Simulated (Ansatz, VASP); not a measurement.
# Al: VASP beside Ansatz

```
Al
1.0
     2.84947    0.00000    0.00000
    -1.42473    2.46771    0.00000
     0.00000    0.00000    4.93089
Al
2
Direct
  0.66667 0.33333 0.75000
  0.33333 0.66667 0.25000
```

This isn't the form of Al at room conditions, which is fcc.

Alike in both runs: task single point; functional LDA; k mesh 12 × 12 × 6; occupations gaussian, width 0.05 eV; no spin polarisation.

```csv
,VASP,Ansatz
version,VASP 6.6.1,Ansatz 0.2.0
potentials or method,"VASP PAW LDA potentials, release 64 (Al)","plane waves, PAW"
plane-wave cutoff (eV),520,463
valence electrons in the cell,6,6
```

Ansatz gave:

```
pressure (GPa)                                  : -5.7
largest component of the traceless stress (GPa) : 1.57
```

Estimate VASP's values.

pressure (GPa): -5.6; largest component of the traceless stress (GPa): 1.59.
